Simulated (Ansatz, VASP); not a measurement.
# BAs: VASP beside Ansatz

Wanted: the spread between two codes on one cell, functional and k mesh. The cell is taken from a series of runs on this material, whose earlier steps may have relaxed, scaled, displaced or heated it; both programs get it as it stands.

Calculated with Ansatz 0.2.0; plane waves, with VASP 6.6.1 beside it; zone-centre phonons at LDA.

### Step 1. Starting point

It takes space group Imm2 (No. 44, orthorhombic). The conventional cell has a = 3.279 Å, b = 3.347 Å, c = 4.756 Å, α = 90.00°, β = 90.00°, γ = 90.00°. Nearest to B lie 4 As at 2.03 to 2.05 Å. As has 4 B at 2.03 to 2.05 Å nearest. Farther neighbours are not listed.

### Step 2. VASP: zone-centre phonons, LDA, pair 1

Second derivatives magnify differences that forces hide, and they need a tight electronic threshold.

Lines of VASP's logs that name or quote its potential files are left out, and so is its time.

INCAR

```
SYSTEM = BAs
PREC = Accurate
ENCUT = 500
EDIFF = 1E-08
NELM = 120
ISMEAR = 0
SIGMA = 0.01
LREAL = .FALSE.
ALGO = Normal
GGA = CA
NBANDS = 10
LORBIT = 11
LWAVE = .FALSE.
LCHARG = .FALSE.
ISIF = 2
IBRION = 8
LASPH = .TRUE.
GGA_COMPAT = .FALSE.
EFERMI = MIDGAP
KPAR = 2
```

POSCAR

```
BAs
1.0
   -0.0241958356      2.3427101722      2.3778469590
    2.3427101722     -0.0241958356      2.3778469590
    2.3185143366      2.3185143366      0.0000000000
B As
1 1
Direct
    0.0010153513      0.0010153513      0.9989846487
    0.7489846487      0.7489846487      0.7510153513
```

KPOINTS

```
Automatic mesh
0
Gamma
12 12 12
0 0 0
```

The projector-augmented-wave data sets are B and As (LDA family, release 64).

Launch:

```console
mpirun -np 2 vasp_std
```

Numbers of over 12 decimals in the logs are rounded to 6 here.

The log of the run:

```text
[banner, memory and clock lines left out]
running    2 mpi-ranks, on    1 nodes
 distrk:  each k-point on    1 cores,    2 groups
 distr:  one band on    1 cores,    1 groups

 POSCAR found type information on POSCAR B As
 POSCAR found :  2 types and       2 ions
 LDA part: xc-table for (Slater(with rela. corr.)+CA(PZ))
 , standard interpolation
 POSCAR, INCAR and KPOINTS ok, starting setup
 FFT: planning ... GRIDC
 FFT: planning ... GRID_SOFT
 FFT: planning ... GRID
 WAVECAR not read
 entering main loop
       N       E                     dE             d eps       ncg     rms          rms(c)
DAV:   1     0.113371878192E+02    0.11337E+02   -0.37373E+03  5600   0.682E+02
DAV:   2    -0.130459750073E+02   -0.24383E+02   -0.23279E+02  7782   0.109E+02
DAV:   3    -0.137281891758E+02   -0.68221E+00   -0.68087E+00  6670   0.178E+01
DAV:   4    -0.137301608296E+02   -0.19717E-02   -0.19715E-02  6838   0.104E+00
DAV:   5    -0.137301639912E+02   -0.31617E-05   -0.31616E-05  6510   0.415E-02    0.534E+00
DAV:   6    -0.130176694024E+02    0.71249E+00   -0.19023E+00  6034   0.612E+00    0.252E+00
DAV:   7    -0.129261033465E+02    0.91566E-01   -0.23193E-01  6758   0.257E+00    0.914E-01
DAV:   8    -0.129123143440E+02    0.13789E-01   -0.25730E-02  6168   0.900E-01    0.106E-01
DAV:   9    -0.129123390793E+02   -0.24735E-04   -0.73984E-04  6500   0.184E-01    0.605E-02
DAV:  10    -0.129123443522E+02   -0.52729E-05   -0.84644E-05  6036   0.555E-02    0.142E-02
DAV:  11    -0.129123457704E+02   -0.14181E-05   -0.18088E-06  6792   0.974E-03    0.133E-02
DAV:  12    -0.129123456212E+02    0.14914E-06   -0.70151E-07  6166   0.382E-03    0.262E-03
DAV:  13    -0.129123456243E+02   -0.30485E-08   -0.32241E-08  6500   0.123E-03
   1 F= -.12912346E+02 E0= -.12912346E+02  d E =0.000000E+00
 Linear response reoptimize wavefunctions to high precision
DAV:   1    -0.129123456235E+02    0.78535E-09   -0.54446E-09  6166   0.349E-04
DAV:   2    -0.129123456235E+02   -0.20464E-10   -0.12566E-10  3510   0.920E-05
 Linear response DOF=           4
 Linear response progress:
  Degree of freedom:   1/  4
       N       E                     dE             d eps       ncg     rms          rms(c)
RMM:   1    -0.445402051115E-01   -0.44540E-01   -0.15453E-03 42073   0.109E+00
RMM:   2    -0.414002565982E-01    0.31399E-02   -0.10886E-03 27236   0.217E-01    0.105E-01
RMM:   3    -0.414350104199E-01   -0.34754E-04   -0.15767E-04 28944   0.717E-02    0.547E-02
RMM:   4    -0.417362285509E-01   -0.30122E-03   -0.14191E-04 28207   0.663E-02    0.755E-03
RMM:   5    -0.417164287534E-01    0.19800E-04   -0.80251E-07 30116   0.710E-03    0.750E-04
RMM:   6    -0.417144094521E-01    0.20193E-05   -0.24700E-08 29877   0.571E-04    0.275E-04
RMM:   7    -0.417136470878E-01    0.76236E-06   -0.35664E-09 30606   0.266E-04    0.499E-05
RMM:   8    -0.417137326494E-01   -0.85562E-07    0.14324E-10 30863   0.518E-05    0.140E-05
RMM:   9    -0.417136906480E-01    0.42001E-07   -0.67772E-10 31850   0.320E-05    0.167E-06
RMM:  10    -0.417136898886E-01    0.75936E-09    0.16785E-08 28561   0.231E-05    0.448E-07
 first order change of Fermi-energy   0.82313E-04
 force on displaced ion       1 direction 1 : -17.768  -0.437  -0.000
 Linear response progress:
  Degree of freedom:   2/  4
       N       E                     dE             d eps       ncg     rms          rms(c)
RMM:   1    -0.441036470186E-01   -0.44104E-01    0.31647E-03 13218   0.109E+00
RMM:   2    -0.414374672368E-01    0.26662E-02   -0.10840E-03  8806   0.215E-01    0.107E-01
RMM:   3    -0.414666222667E-01   -0.29155E-04   -0.16082E-04  9189   0.730E-02    0.554E-02
RMM:   4    -0.417722872179E-01   -0.30566E-03   -0.14525E-04  9033   0.678E-02    0.750E-03
RMM:   5    -0.417524807879E-01    0.19806E-04   -0.68111E-07  9583   0.700E-03    0.939E-04
RMM:   6    -0.417497627434E-01    0.27180E-05   -0.44206E-09  9534   0.709E-04    0.264E-04
RMM:   7    -0.417493196071E-01    0.44314E-06   -0.81722E-10  9765   0.173E-04    0.104E-04
RMM:   8    -0.417492164009E-01    0.10321E-06   -0.75835E-10  9902   0.901E-05    0.165E-05
RMM:   9    -0.417492005832E-01    0.15818E-07   -0.11134E-09 10179   0.347E-05    0.379E-06
RMM:  10    -0.417492067061E-01   -0.61230E-08   -0.15311E-11  9323   0.257E-05    0.870E-07
 first order change of Fermi-energy   0.36458E+01
 force on displaced ion       1 direction 3 :  -0.000  -0.000 -17.783
 Linear response progress:
  Degree of freedom:   3/  4
       N       E                     dE             d eps       ncg     rms          rms(c)
RMM:   1    -0.401371461490E-01   -0.40137E-01    0.26104E-02 42606   0.115E+00
RMM:   2    -0.376147863973E-01    0.25224E-02   -0.91032E-04 27789   0.215E-01    0.978E-02
RMM:   3    -0.375075555623E-01    0.10723E-03   -0.11660E-05 29792   0.265E-02    0.573E-02
RMM:   4    -0.375450695284E-01   -0.37514E-04   -0.17403E-05 29319   0.298E-02    0.316E-03
RMM:   5    -0.375396664995E-01    0.54030E-05   -0.91648E-08 30674   0.247E-03    0.856E-04
RMM:   6    -0.375361941426E-01    0.34724E-05    0.11214E-08 30602   0.452E-04    0.127E-04
RMM:   7    -0.375356832598E-01    0.51088E-06    0.10071E-08 31402   0.924E-05    0.482E-05
RMM:   8    -0.375356408066E-01    0.42453E-07    0.34709E-09 31483   0.446E-05    0.138E-05
RMM:   9    -0.375356714895E-01   -0.30683E-07    0.32294E-09 32009   0.338E-05    0.584E-07
RMM:  10    -0.375356753017E-01   -0.38123E-08   -0.42430E-09 23408   0.297E-05    0.225E-07
 first order change of Fermi-energy  -0.23611E-05
 force on displaced ion       2 direction 1 : -17.769  -0.437   0.000
 Linear response progress:
  Degree of freedom:   4/  4
       N       E                     dE             d eps       ncg     rms          rms(c)
RMM:   1    -0.397923211672E-01   -0.39792E-01    0.31207E-02 13301   0.115E+00
RMM:   2    -0.377354119268E-01    0.20569E-02   -0.90473E-04  8896   0.214E-01    0.998E-02
RMM:   3    -0.376325360951E-01    0.10288E-03   -0.17143E-05  9497   0.272E-02    0.583E-02
RMM:   4    -0.376786346695E-01   -0.46099E-04   -0.19405E-05  9352   0.298E-02    0.333E-03
RMM:   5    -0.376746943750E-01    0.39403E-05   -0.20514E-07  9831   0.271E-03    0.141E-03
RMM:   6    -0.376689991842E-01    0.56952E-05    0.14073E-10  9701   0.697E-04    0.936E-05
RMM:   7    -0.376687991838E-01    0.20000E-06    0.49765E-09 10031   0.888E-05    0.429E-05
RMM:   8    -0.376685767290E-01    0.22245E-06    0.39203E-09 10111   0.602E-05    0.972E-06
RMM:   9    -0.376685796447E-01   -0.29158E-08    0.92695E-10 10193   0.306E-05    0.248E-06
 first order change of Fermi-energy  -0.36452E+01
 force on displaced ion       2 direction 3 :  -0.000  -0.000 -17.781
 Linear response finished
```

From OUTCAR (step 2):

```text
ion  position               nearest neighbor table
   1  0.001  0.001  0.999-   2 2.03   2 2.03   2 2.05   2 2.05
   2  0.749  0.749  0.751-   1 2.03   1 2.03   1 2.05   1 2.05

  LATTYP: Found a body centered orthorhombic cell.
 ALAT       =     3.2788744194
 B/A-ratio  =     1.0208718447
 C/A-ratio  =     1.4504044101

 Subroutine GETGRP returns: Found  4 space group operations
 (whereof  4 operations were pure point group operations)

The static configuration has the point symmetry C_2v.

 Found    280 irreducible k-points:

   k-points           NKPTS =    280   k-points in BZ     NKDIM =    280   number of bands    NBANDS=     10

   dimension x,y,z NGX =    24 NGY =   24 NGZ =   24
   dimension x,y,z NGXF=    48 NGYF=   48 NGZF=   48

   ENCUT  =  500.0 eV  36.75 Ry    6.06 a.u.   6.09  6.09  5.98*2*pi/ulx,y,z

   NELECT =       8.0000    total number of electrons

 k-points in reciprocal lattice and weights: Automatic mesh
   0.00000000  0.00000000  0.00000000       0.001
   0.08333333  0.00000000  0.00000000       0.002
   0.16666667  0.00000000  0.00000000       0.002
   0.25000000  0.00000000  0.00000000       0.002
   0.33333333  0.00000000  0.00000000       0.002
   0.41666667  0.00000000  0.00000000       0.002
   0.50000000  0.00000000  0.00000000       0.001
   0.08333333  0.08333333  0.00000000       0.001
   0.16666667  0.08333333  0.00000000       0.002
[...]
0.25000000  0.25000000  0.50000000       0.001
  -0.25000000  0.25000000  0.50000000       0.001

 average (electrostatic) potential at core
       1 -31.3968       2 -51.5399

  Total        0.7251648      0.7251648      0.1773525      0.5559231      0.0000000      0.0000000
  in kB       44.5187141     44.5187141     10.8878771     34.1287700      0.0000000      0.0000000
  external PRESSURE =      33.3084351 kB  Pullay stress =       0.0000000 kB

  energy-cutoff  :      500.00
  volume of cell :       26.10
      direct lattice vectors                 reciprocal lattice vectors
    -0.024195836  2.342710172  2.377846959    -0.211246242  0.211246242  0.210274256
     2.342710172 -0.024195836  2.377846959     0.211246242 -0.211246242  0.210274256
     2.318514337  2.318514337  0.000000000     0.215655341  0.215655341 -0.210274256

 POSITION                                       TOTAL-FORCE (eV/Angst)
 -----------------------------------------------------------------------------------
      2.31851      2.31851      0.00483         0.000000      0.000000      0.005812
      3.47777      3.47777      3.56194         0.000000     -0.000000     -0.005812
 -----------------------------------------------------------------------------------
    total drift:                                0.000000      0.000000      0.000217

 Eigenvectors and eigenvalues of the dynamical matrix
 ----------------------------------------------------

   1 f  =   21.700714 THz   136.349609 2PiTHz  723.857913 cm-1    89.746903 meV
             X         Y         Z           dx          dy          dz
      2.318514  2.318514  0.004829     0.661019    0.661019   -0.000000
      3.477772  3.477772  3.561942    -0.251106   -0.251106    0.000000

   2 f  =   21.448045 THz   134.762041 2PiTHz  715.429771 cm-1    88.701947 meV
             X         Y         Z           dx          dy          dz
      2.318514  2.318514  0.004829    -0.000000   -0.000000   -0.934831
      3.477772  3.477772  3.561942     0.000000    0.000000    0.355092

   3 f  =   21.173811 THz   133.038979 2PiTHz  706.282315 cm-1    87.567807 meV
             X         Y         Z           dx          dy          dz
      2.318514  2.318514  0.004829     0.661019   -0.661019   -0.000000
      3.477772  3.477772  3.561942    -0.251105    0.251105    0.000000

   4 f/i=    0.000220 THz     0.001384 2PiTHz    0.007345 cm-1     0.000911 meV
             X         Y         Z           dx          dy          dz
      2.318514  2.318514  0.004829     0.251105   -0.251105   -0.000000
      3.477772  3.477772  3.561942     0.661019   -0.661020    0.000000

   5 f/i=    0.000248 THz     0.001561 2PiTHz    0.008289 cm-1     0.001028 meV
             X         Y         Z           dx          dy          dz
      2.318514  2.318514  0.004829     0.251106    0.251106   -0.000000
      3.477772  3.477772  3.561942     0.661019    0.661018    0.000000

   6 f/i=    0.000332 THz     0.002088 2PiTHz    0.011082 cm-1     0.001374 meV
             X         Y         Z           dx          dy          dz
      2.318514  2.318514  0.004829    -0.000000   -0.000000   -0.355092
      3.477772  3.477772  3.561942     0.000000    0.000000   -0.934831

 ELASTIC MODULI CONTR FROM IONIC RELAXATION (kBar)
 Direction    XX          YY          ZZ          XY          YZ          ZX
 --------------------------------------------------------------------------------
 XX          -0.8833     -0.8833     -1.5926    -14.6649     -0.0000     -0.0000
 YY          -0.8833     -0.8833     -1.5926    -14.6649     -0.0000     -0.0000
 ZZ          -1.5926     -1.5926     -2.8713    -26.4397     -0.0000      0.0000
 XY         -14.6649    -14.6649    -26.4397   -243.4681     -0.0000      0.0000
 YZ          -0.0000     -0.0000     -0.0000     -0.0000   -252.4967    -39.9302
 ZX          -0.0000     -0.0000      0.0000      0.0000    -39.9302   -249.2942
 --------------------------------------------------------------------------------
```

### Step 3. Ansatz: zone-centre phonons, LDA, pair 1

Ansatz runs on its PAW soft_1 files.

The same cell, functional (in two slightly different forms) and mesh now go to Ansatz, which takes its cutoff from its data sets.

input.yaml

```yaml
crystal:
  lattice:
    - [-0.0241958356, 2.3427101722, 2.377846959]
    - [2.3427101722, -0.0241958356, 2.377846959]
    - [2.3185143366, 2.3185143366, 0.0]
  atoms:
    - { symbol: B, position: [0.0010153513, 0.0010153513, -0.0010153513] }
    - { symbol: As, position: [0.7489846487, 0.7489846487, 0.7510153513] }
kpoints:
  mp_grid: { grid: [12, 12, 12] }
hamiltonian:
  xc: lda
  pseudopotentials: { kind: paw, azcp: { folder: soft_1 }, xc_functional: pbe }
scf:
  occupations: { method: fixed }
output:
  eigenvalues: true
phonons:
  method: dfpt
```

Launch:

```console
ansatz run input.yaml --threads 4 --pin off --max-ram 10240MiB --backend cpu --events-out ev --progress --plain --runs-dir out
```

The log of the run:

```text
zone centre: on kpoints.mp_grid the ground state, and the responses unless they are solved on pairs of k-points, stand on 476 of the mesh's 1728 k-points, reduced under 2 symmetry operations, with k and −k counted as one. Each operation leaves every solved displacement unchanged or reverses it
Engine: ansatz 0.2.0, aarch64-unknown-linux-gnu
Pseudopotentials: kind: paw
Pseudopotential: B, paw, valence charge 3, recommended cutoff 420 eV (normal), soft_1/B.paw.azcp
Pseudopotential: As, paw, valence charge 15, recommended cutoff 420 eV (normal), soft_1/As.paw.azcp
Functional definition: SPW92
  exchange = slater_x
  correlation = pw_c
Crystal: 2 atoms, lattice volume = 26.098 Å³
Basis set: ecut = 420 eV, 531 PW (Γ), exchange–correlation on 48×48×48 points (8 copies of the dense FFT grid, shifted against one another)
Bands: 13, of which v1, the nominal top of the filled ones, is band 9 counted from 1 (8 counted from 0)
Symmetry: 4 space group operations
k-points: 476 of 1728 (irreducible under 2 space group operations, time reversal used)
Non-local potential: B, projectors of the file, l = 0: 2, l = 1: 2, l = 2: 1
Non-local potential: As, projectors of the file, l = 0: 2, l = 1: 2, l = 2: 3, l = 3: 1
PAW form: soft (Blöchl's): semilocal exchange-correlation on the pseudo side does not see the compensation charge
PAW frozen core: B, regenerated for the run's functional, and the local potential with it (the file was generated under x = pbe(κ = 0.804, μ = 0.219515), c = pbe(β = 0.066725))
PAW frozen core: As, regenerated for the run's functional, and the local potential with it (the file was generated under x = pbe(κ = 0.804, μ = 0.219515), c = pbe(β = 0.066725))
PAW one-centre angular grid: B, 110 points (default); XC on 64 Gauss nodes
PAW one-centre angular grid: As, 590 points (default); XC on 64 Gauss nodes
Initial density: superposition of atomic densities (chi_scale 0.1, normalization cell, long waves kept (reshape's long-wave potential 0.00 eV rms))
Initial wavefunctions: pseudopotential atomic-orbital guess
Functional: x = slater, c = lda
SCF iter   1: F=—  HF=-4924.259378 eV  |F-HF|=—  |Δ(HF+E_count)|=         —  Δρ=8.09e-2  dr2=2.18e0  ethr=3.10e-3  ⟨swp⟩=4.4  Hψ=31605  notcnv=0  defer=670
preconditioner: auto → none  [insulator: Δε(μ)=1.643 eV  Ē_g=12.790 eV  n_scr=8 (ndim 8)  ℏωp=20.6 eV  f_vac=0.000  ε∞_Penn≈3.6]
SCF iter   2: F=—  HF=-4923.571330 eV  |F-HF|=—  |Δ(HF+E_count)|=   6.88e-1  Δρ=2.55e-2  dr2=1.47e-1  ethr=3.10e-3  ⟨swp⟩=2.3  Hψ=13341  notcnv=0  defer=734
SCF iter   3: F=—  HF=-4923.528951 eV  |F-HF|=—  |Δ(HF+E_count)|=   4.24e-2  Δρ=1.02e-2  dr2=1.84e-2  ethr=8.15e-4  ⟨swp⟩=2.1  Hψ=8837  notcnv=0  defer=914
SCF iter   4: F=—  HF=-4923.525108 eV  |F-HF|=—  |Δ(HF+E_count)|=   3.84e-3  Δρ=3.69e-3  dr2=2.60e-3  ethr=1.02e-4  ⟨swp⟩=2.5  Hψ=11294  notcnv=0  defer=941
SCF iter   5: F=—  HF=-4923.524251 eV  |F-HF|=—  |Δ(HF+E_count)|=   8.57e-4  Δρ=8.04e-4  dr2=9.07e-5  ethr=1.45e-5  ⟨swp⟩=3.1  Hψ=11463  notcnv=0  defer=952
SCF iter   6: F=—  HF=-4923.524248 eV  |F-HF|=—  |Δ(HF+E_count)|=   3.30e-6  Δρ=8.54e-5  dr2=7.67e-7  ethr=5.04e-7  ⟨swp⟩=2.9  Hψ=11397  notcnv=0  defer=950
SCF iter   7: F=—  HF=-4923.524249 eV  |F-HF|=—  |Δ(HF+E_count)|=   4.92e-7  Δρ=5.82e-6  dr2=5.22e-9  ethr=4.26e-9  ⟨swp⟩=2.0  Hψ=10321  notcnv=0
SCF iter   8: F=—  HF=-4923.524249 eV  |F-HF|=—  |Δ(HF+E_count)|=  2.06e-10  Δρ=8.60e-7  dr2=1.93e-10  ethr=2.90e-11  ⟨swp⟩=2.1  Hψ=8066  notcnv=0
SCF iter   9: F=-4923.524248 eV  HF=-4923.524248 eV  |F-HF|=9.09e-13  |Δ(HF+E_count)|=  8.91e-11  Δρ=1.13e-7  dr2=1.61e-12  ethr=1.00e-12  ⟨swp⟩=7.7  Hψ=36661  notcnv=0
SCF 1 converged in 9 iterations: F = -4923.524248 eV  dr2 = 1.61e-12
  greatest PAW one-centre occupation: 0.999 electrons in one spin orbital (limit 2), on the As atom at site 1 (counted from 0), in its partial waves of l = 2
DFPT response loops at Γ: preconditioner auto → none (the input reference at scf.mixing.eps_inf says where Resta's filter doesn't serve); β = 0.50; Broyden in place of MSR1
SCF converged after 9 iterations
Free energy (F): -4923.524248 eV
Harris-Foulkes:  -4923.524248 eV  (|F-HF|=9.09e-13)
Internal energy: -4923.524248 eV  (E = F + TS)
E sigma→0 (E₀):  -4923.524248 eV
Fermi energy:    11.247512 eV
--- Per-component energies (eV) ---
  E_band       = -213.827491
  E_kinetic    = 149.264549
  E_local      = -1923.398932  (includes V_loc(G=0)·N_el)
  E_nonlocal   = -379.978905
  E_hartree    = 1088.383333
  E_xc         = -103.737098
  E_vxc        = -113.698876  (∫ρ·V_xc dr)
  E_paw        = -2005.349970  (= ΣΔE_a)
  E_vpaw       = -122.781988  (= ΣTr[D̂ρ^β])
  E_aug_tail   = -0.000003  (compensation charges beyond the density's cutoff)
  E_ewald      = -1750.828286
  E_core_change = 2.121063  (= ΣΔE_core)
  E_smearing   = -0.000000  (= −TS)
  E_closure    = -0.000000  (closes the sum)
  Σ components = -4923.524248   (vs F -4923.524248, Δ=0.00e0)
--- Band table (eV; the first three rows and the last of 476) ---
  k-point 0: bands = [... 5 lower, -4.6926, 10.9896, 11.0488, 11.2475, 14.2135, 14.4324, 14.5398, 16.3350]
  k-point 1: bands = [... 5 lower, -4.5723, 10.1255, 10.8170, 10.8441, 14.5294, 14.5768, 14.7883, 16.9411]
  k-point 2: bands = [... 5 lower, -4.2148, 8.1772, 10.3247, 10.3381, 14.4644, 15.1859, 15.3838, 18.1493]
  k-point 475: bands = [... 5 lower, -0.4419, 2.3558, 6.7753, 7.1165, 12.3306, 12.8038, 22.7092, 22.8129]
--- Phonons (Γ-DFPT): 4 representative perturbations + reference, on 476 of 1728 k-points (Σ response iterations 12) ---
  k mesh reduced under 2 symmetry operations, with k and −k counted as one. Each operation leaves every solved displacement unchanged or reverses it
  ASR residual: 4.046e-5 → 0.000e0 eV/Å²; symmetrization residual: 6.602e-7 eV/Å²
  ASR residual per site (eV/Å²): 4.05e-5 3.14e-5
  Γ frequencies (cm⁻¹): 0.00 0.00 0.00 701.19 710.12 718.73
  non-analytic LO–TO correction: not included (Born effective charges unavailable; polar crystals: no LO–TO splitting at Γ)
```

In the SCF lines HF is the Harris–Foulkes energy and dr2 the Hartree energy of the density residual, in eV; the loop may stop once dr2 is under the threshold and the program's other checks hold. Hψ counts applications of the Hamiltonian.

### Step 4. Comparison

Known differences besides the potentials themselves: the two LDA forms differ slightly; fixed occupations in Ansatz, narrow Gaussian smearing in VASP; the data sets hold 18 valence electrons in Ansatz (on its PAW soft_1 files) and 8 in VASP; the cutoff is 420 eV in Ansatz and 500 eV in VASP; VASP's log shows a relativistic correction to its local exchange, Ansatz's none. Total energies have different zeros and are not compared.

Compared:

| quantity | Ansatz | VASP | difference |
| --- | --- | --- | --- |
| optical mode 1 (cm⁻¹) | 701.2 | 706.3 | -0.72 % |
| optical mode 2 (cm⁻¹) | 710.1 | 715.4 | -0.74 % |
| optical mode 3 (cm⁻¹) | 718.7 | 723.9 | -0.71 % |

Modes are paired by rising frequency, not by their patterns, so a pair may set unlike modes beside each other; they are those without the splitting of longitudinal modes.

(Continued in part 2 of 2.)

[Lines on the potential files, build, host, timing and source positions are cut from VASP's logs without a mark.]

[Logs are printed without paths, hosts, clocks, repeated set-up lines and the standing remarks that a program may print on its own settings, such as how far it seeks lower states.]

[Hosts, paths, dates, database ids (printed as entryN), source tags and the programs' standing remarks are cut or masked in the printed files.]
